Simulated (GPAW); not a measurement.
# Ga15CuSb16 (GaSb32 Cu1): moments or none, part 2 of 2

Aim: find out whether Ga15CuSb16 (GaSb32 Cu1) carries moments when they start parallel, and what they gain.

GPAW 26.7.0; PBE; plane waves with GPAW's PAW setups, scalar-relativistic.

So far. Step 2 (Order 1, typed as ferro +): After 31 cycles the seed has died away: no moment is left.

## (3) Start 2: no spin polarisation

A run without seeds gives the energy of the state without moments.

nospin.py

```python
import json
import numpy as np
from ase import Atoms
from ase.parallel import paropen, parprint
from gpaw import GPAW

atoms = Atoms(['Cu', 'Sb', 'Ga', 'Sb', 'Ga', 'Sb', 'Ga', 'Sb', 'Ga', 'Sb', 'Ga', 'Sb', 'Ga', 'Sb', 'Ga', 'Sb', 'Ga', 'Sb', 'Ga', 'Sb', 'Ga', 'Sb', 'Ga', 'Sb', 'Ga', 'Sb', 'Ga', 'Sb', 'Ga', 'Sb', 'Ga', 'Sb'],
    cell=[[12.192, 0.0, 0.0],
         [0.0, 12.192, 0.0],
         [0.0, 0.0, 6.096]],
    scaled_positions=[[0.0, 0.0, 0.0],
         [0.125, 0.125, 0.25],
         [0.0, 0.25, 0.5],
         [0.125, 0.375, 0.75],
         [0.25, 0.0, 0.5],
         [0.375, 0.125, 0.75],
         [0.25, 0.25, 0.0],
         [0.375, 0.375, 0.25],
         [0.0, 0.5, 0.0],
         [0.125, 0.625, 0.25],
         [0.0, 0.75, 0.5],
         [0.125, 0.875, 0.75],
         [0.25, 0.5, 0.5],
         [0.375, 0.625, 0.75],
         [0.25, 0.75, 0.0],
         [0.375, 0.875, 0.25],
         [0.5, 0.0, 0.0],
         [0.625, 0.125, 0.25],
         [0.5, 0.25, 0.5],
         [0.625, 0.375, 0.75],
         [0.75, 0.0, 0.5],
         [0.875, 0.125, 0.75],
         [0.75, 0.25, 0.0],
         [0.875, 0.375, 0.25],
         [0.5, 0.5, 0.0],
         [0.625, 0.625, 0.25],
         [0.5, 0.75, 0.5],
         [0.625, 0.875, 0.75],
         [0.75, 0.5, 0.5],
         [0.875, 0.625, 0.75],
         [0.75, 0.75, 0.0],
         [0.875, 0.875, 0.25]],
    pbc=True)
atoms.calc = GPAW(mode={'name': 'pw', 'ecut': 450},
    xc='PBE',
    kpts={'size': (3, 3, 5), 'gamma': True},
    occupations={'name': 'fermi-dirac', 'width': 0.05},
    convergence={'density': 1e-05, 'energy': 1e-05},
    maxiter=200,
    mixer={'name': 'pulay', 'beta': 0.05, 'nmaxold': 6, 'weight': 50},
    symmetry={'tolerance': 1e-4},
    txt='nospin.txt')
e = atoms.get_potential_energy(force_consistent=True)
res = {'free_energy': e, 'energy_sigma0': atoms.get_potential_energy(), 'fermi_energy': atoms.calc.get_fermi_level()}
parprint(f'free energy: {e:.6f} eV')
atoms.calc.write('nospin.gpw')
with paropen('results.json', 'w') as f:
    json.dump(res, f)
```

Launch:

```sh
$ OMP_NUM_THREADS=1 mpirun -n 4 gpaw python nospin.py > nospin.log
```

Numbers of over 12 decimals in the logs are rounded to 6 here.

Output:

```text
free energy: -121.161125 eV

--- nospin.txt ---
Input parameters:
  mode=PW(ecut=450),
  convergence={'density': 1e-05, 'energy': 1e-05},
  kpts=MonkhorstPack(size=(3, 3, 5), gamma=True),
  maxiter=200,
  mixer=Pulay(name='pulay', nmaxold=6, beta=0.05, weight=50, sigma=0.015, g_ss=None),
  occupations=Occupations(name='fermi-dirac', width=0.05),
  symmetry=Symmetry(tolerance=0.0001),
  xc=XC(name='PBE')

Diagonalizing LCAO Hamiltonian
Converting LCAO to pw mode
        .-----------------------------.
       /|                             |
      / |                             |
     /  |  Sb             Sb          |
    /   |        Sb             Sb    |
   /  Ga|            Ga               |
  /    Sb         Sb  Sb         Sb   |
 *      .---Ga-------------Ga---------.
 |     / Sb  Sb         Sb  Sb       /
 | Ga /       Ga  Ga         Ga     /
 |   Ga Ga     Sb   Ga Ga     Sb   /
 |  / Sb             Sb           /
 | /      Ga             Ga      /
 |/                             /
 Cu-------------Ga-------------*

Atoms  # Å, Bohr magnetons
|    | symbol |         x |         y |        z |    initial magnetic moments |
|----|--------|-----------|-----------|----------|-----------------------------|
|  0 |     Cu |  0.000000 |  0.000000 | 0.000000 | ( 0.0000,  0.0000,  0.0000) |
|  1 |     Sb |  1.524000 |  1.524000 | 1.524000 | ( 0.0000,  0.0000,  0.0000) |
|  2 |     Ga |  0.000000 |  3.048000 | 3.048000 | ( 0.0000,  0.0000,  0.0000) |
|  3 |     Sb |  1.524000 |  4.572000 | 4.572000 | ( 0.0000,  0.0000,  0.0000) |
|  4 |     Ga |  3.048000 |  0.000000 | 3.048000 | ( 0.0000,  0.0000,  0.0000) |
|  5 |     Sb |  4.572000 |  1.524000 | 4.572000 | ( 0.0000,  0.0000,  0.0000) |
|  6 |     Ga |  3.048000 |  3.048000 | 0.000000 | ( 0.0000,  0.0000,  0.0000) |
|  7 |     Sb |  4.572000 |  4.572000 | 1.524000 | ( 0.0000,  0.0000,  0.0000) |
|  8 |     Ga |  0.000000 |  6.096000 | 0.000000 | ( 0.0000,  0.0000,  0.0000) |
|  9 |     Sb |  1.524000 |  7.620000 | 1.524000 | ( 0.0000,  0.0000,  0.0000) |
| 10 |     Ga |  0.000000 |  9.144000 | 3.048000 | ( 0.0000,  0.0000,  0.0000) |
| 11 |     Sb |  1.524000 | 10.668000 | 4.572000 | ( 0.0000,  0.0000,  0.0000) |
| 12 |     Ga |  3.048000 |  6.096000 | 3.048000 | ( 0.0000,  0.0000,  0.0000) |
| 13 |     Sb |  4.572000 |  7.620000 | 4.572000 | ( 0.0000,  0.0000,  0.0000) |
| 14 |     Ga |  3.048000 |  9.144000 | 0.000000 | ( 0.0000,  0.0000,  0.0000) |
| 15 |     Sb |  4.572000 | 10.668000 | 1.524000 | ( 0.0000,  0.0000,  0.0000) |
| 16 |     Ga |  6.096000 |  0.000000 | 0.000000 | ( 0.0000,  0.0000,  0.0000) |
| 17 |     Sb |  7.620000 |  1.524000 | 1.524000 | ( 0.0000,  0.0000,  0.0000) |
| 18 |     Ga |  6.096000 |  3.048000 | 3.048000 | ( 0.0000,  0.0000,  0.0000) |
| 19 |     Sb |  7.620000 |  4.572000 | 4.572000 | ( 0.0000,  0.0000,  0.0000) |
| 20 |     Ga |  9.144000 |  0.000000 | 3.048000 | ( 0.0000,  0.0000,  0.0000) |
| 21 |     Sb | 10.668000 |  1.524000 | 4.572000 | ( 0.0000,  0.0000,  0.0000) |
| 22 |     Ga |  9.144000 |  3.048000 | 0.000000 | ( 0.0000,  0.0000,  0.0000) |
| 23 |     Sb | 10.668000 |  4.572000 | 1.524000 | ( 0.0000,  0.0000,  0.0000) |
| 24 |     Ga |  6.096000 |  6.096000 | 0.000000 | ( 0.0000,  0.0000,  0.0000) |
| 25 |     Sb |  7.620000 |  7.620000 | 1.524000 | ( 0.0000,  0.0000,  0.0000) |
| 26 |     Ga |  6.096000 |  9.144000 | 3.048000 | ( 0.0000,  0.0000,  0.0000) |
| 27 |     Sb |  7.620000 | 10.668000 | 4.572000 | ( 0.0000,  0.0000,  0.0000) |
| 28 |     Ga |  9.144000 |  6.096000 | 3.048000 | ( 0.0000,  0.0000,  0.0000) |
| 29 |     Sb | 10.668000 |  7.620000 | 4.572000 | ( 0.0000,  0.0000,  0.0000) |
| 30 |     Ga |  9.144000 |  9.144000 | 0.000000 | ( 0.0000,  0.0000,  0.0000) |
| 31 |     Sb | 10.668000 | 10.668000 | 1.524000 | ( 0.0000,  0.0000,  0.0000) |

Unit cell  # Å
| periodic |         x |         y |        z |   lengths |    angles |
|----------|-----------|-----------|----------|-----------|-----------|
|      yes | 12.192000 |  0.000000 | 0.000000 | 12.192000 | 90.000000 |
|      yes |  0.000000 | 12.192000 | 0.000000 | 12.192000 | 90.000000 |
|      yes |  0.000000 |  0.000000 | 6.096000 |  6.096000 | 90.000000 |

Number of symmetries: 8

BZ-sampling:
  Number of BZ points: 45
  Number of IBZ points: 9

  Monkhorst-Pack size: [3, 3, 5]
  Monkhorst-Pack shift: [0, 0, 0]

Plane wave coefficients: 19692
Cutoff: 450.000000 eV

Spin-components: 1 (collinear spins)
Bands:           182
Projectors:      177
Spin-degeneracy: 2
Datatype:        complex128

Parallelization:
  kpt:    2
  domain: 2
  band:   1

Density:
  Valence electrons: 296.0
  Components: 1
  Grid points: [60 60 30]
  Charge: 0.0  # |e|

Potential:
  Grid points: [60 60 30]

[... setups left out ...]
Reference energy: -3658796.456742  # eV

eigensolver:
  PPCG
  Converge bands: occupied
  niter=2

density mixing:
  Pulay-Mixer
  Linear mixing parameters: 0.05
  Old densities: 6
  Fourier metric: weight=50, sigma=0.015

occupation numbers:
  Fermi-Dirac:
    width: 0.0500  # eV

poisson solver:
  ecut: 3600.000000  # eV

xc functional:
  name: PBE with 2 nearest neighbor stencil

convergence criteria:
- Maximum integral of absolute [dens]ity change: 1e-05 electrons / valence electron
- Maximum [total energy] change in last 3 cyles: 1e-05 eV / valence electron
- Maximum integral of absolute [eigenst]ate change: 4e-08 eV^2 / valence electron
maximum number of iterations: 200

SCF iterations
|iter     |      energy | eigst |  dens |
|---------|-------------|-------|-------|
|iter:   1|       0s | -122.357214 | +0.66 |       |
|iter:   2|      26s | -121.482556 | -0.94 | -1.27 |
|iter:   3|      53s | -121.377474 | -2.01 | -1.34 |
|iter:   4|      80s | -121.199955 | -1.90 | -1.36 |
|iter:   5|     106s | -121.115256 | -2.32 | -1.52 |
|iter:   6|     133s | -121.133349 | -2.27 | -1.73 |
|iter:   7|     159s | -121.126063 | -2.69 | -2.16 |
|iter:   8|     186s | -121.131930 | -3.53 | -2.39 |
|iter:   9|     212s | -121.129842 | -3.99 | -2.58 |
|iter:  10|     239s | -121.130294c| -3.70 | -2.65 |
|iter:  11|     266s | -121.130469c| -4.65 | -2.93 |
|iter:  12|     292s | -121.130460c| -5.34 | -3.03 |
|iter:  13|     319s | -121.130644c| -4.90 | -3.11 |
|iter:  14|     345s | -121.130752c| -5.34 | -3.40 |
|iter:  15|     372s | -121.130716c| -5.47 | -3.57 |
|iter:  16|     399s | -121.130716c| -6.36 | -3.88 |
|iter:  17|     425s | -121.130716c| -6.86 | -3.96 |
|iter:  18|     452s | -121.130719c| -6.79 | -4.02 |
|iter:  19|     479s | -121.130724c| -6.89 | -4.13 |
|iter:  20|     505s | -121.130726c| -7.09 | -4.26 |
|iter:  21|     518s | -121.130726c| -7.56c| -4.46 |
|iter:  22|     545s | -121.130726c| -7.31 | -4.54 |
|iter:  23|     571s | -121.130728c| -7.76c| -4.65 |
|iter:  24|     584s | -121.130728c| -7.50c| -4.85 |
|iter:  25|     597s | -121.130728c| -7.66c| -5.03c|

Converged in 25 steps
Energy contributions relative to reference atoms: (reference = -3658796.456742)

Energy contributions:
  Kinetic:         196.756568
  Coulomb:        -175.791723
  Zero:              3.457134
  External:          0.000000
  Xc:             -145.522310
  Entropy:          -0.060794
  Spinorbit:         0.000000
  ----------------------------
  Free energy:    -121.161125
  Extrapolated:   -121.130728

dipole moment: (-120.109909, -120.109909, -122.488097)  # |e|*Ang

Fermi level: 4.678
Eigenvalues  # (at kpt = [0.000, 0.000, 0.000])
| band index |      eig [eV] | occ [0-2] |
|------------|---------------|-----------|
|          0 |       -23.989 |     2.000 |
|        ... |               |           |
|        138 |         3.334 |     2.000 |
|        139 |         3.383 |     2.000 |
|        140 |         3.383 |     2.000 |
|        141 |         3.683 |     2.000 |
|        142 |         3.747 |     2.000 |
|        143 |         3.822 |     2.000 |
|        144 |         4.067 |     2.000 |
|        145 |         4.067 |     2.000 |
|        146 |         5.127 |     0.000 |
|        147 |         5.140 |     0.000 |
|        148 |         5.140 |     0.000 |
|        149 |         5.215 |     0.000 |
|        150 |         5.884 |     0.000 |
|        151 |         5.894 |     0.000 |
|        152 |         5.941 |     0.000 |
|        153 |         6.154 |     0.000 |
|        ... |               |           |
|        181 |         9.583 |     0.000 |

No gap
No difference between direct/indirect transitions
```

Wall time 11 min (4 MPI ranks of Arm Neoverse V1, shared host); peak memory 2.1 GiB.

Read from the output:

```
final state : non-magnetic (no spin polarisation)
```

It ends in the same state without moments as the first start; the 1.6e-4 meV between them is numerical noise.

## (4) Ranking

These are free energies at a smearing of 0.05 eV, so its entropy term is in the differences. They are divided by the number of seeded atoms, so that cells of unlike size compare.

Orders:

```
               start   final state  typed order kept  energy over the lowest (meV a seeded atom)  largest site moment (μB)  net moment (μB a primitive cell)  mesh matched  CPU time (s)
             ferro +  non-magnetic                no                                     1.64e-4                   1.25e-4                          0.001928           yes          5763
no spin polarisation  non-magnetic                 -                                           0                         0                                 0           yes          2559
```

## (5) Summary of results

```
lower run           : without moments
largest site moment : 0 μB
```

**Reading.** The lowest state carries no moment above 0.15 μB, and no start kept one. No antiferromagnetic order was tried, so the session says nothing on how the moments order.

[Logs and program files are shortened in this print: banners, set-up blocks, solver, clock and traceback lines can be left out without a mark of their own.]

[Logs are printed without paths, hosts, clocks, repeated set-up lines and the standing remarks that a program may print on its own settings, such as how far it seeks lower states.]

[Hosts, paths, dates, database ids (printed as entryN), source tags and the programs' standing remarks are cut or masked in the printed files.]

[Where a cell is said to come from a database of computed structures, the database is the Materials Project.]
